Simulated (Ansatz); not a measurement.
Compressing Ti$_{3}$C$_{2}$: a fit and a missing row

Ti$_{3}$C$_{2}$, P6_3/mmc, a = 3.064 Å, c = 15.119 Å. The structure is a Materials Project entry; whether it is the stable form wasn't checked. Ansatz: r2SCAN, PAW, 500 eV, Γ-centred 12×12×4 mesh on 10 atoms, Gaussian smearing 0.10 eV; no spin polarisation. Shape and atoms are relaxed at each volume; pressure is positive in compression.

```tsv
V (Å³/atom)	P (GPa)
11.555	?
11.923	4.81
12.292	0.00
12.661	-4.06
13.030	-7.40
```

**Question.** Take V0 = 12.292 Å³/atom, fit the third-order Birch–Murnaghan form to the other rows, and predict the missing pressure.

**Answer.** With the Eulerian strain f = ½[(V0/V)^(2/3) − 1] and y = P/[3f(1 + 2f)^(5/2)], the form is the line y = B0 + 1.5 B0 (B0′ − 4) f. Rows (f, y): 0.01026, 148.5; -0.00976, 145.7; -0.01906, 142.6. Means f = -0.006187, y = 145.60; Σ(Δf)² = 0.0004490, ΣΔfΔy = 0.08596; the slope is their ratio. y = 146.8 + 191.4 f GPa, so B0 = 146.8 GPa and B0′ = 4 + 2 × (191.4)/(3 × 146.8) = 4.87. At V = 11.555, f = 0.02104, y = 150.83 and P = 10.55 GPa. The run gave 10.42 GPa, so the fit is 0.13 GPa too high, a small miss on the scale of the series. The form still works here, 33 % of the fitted range beyond its end.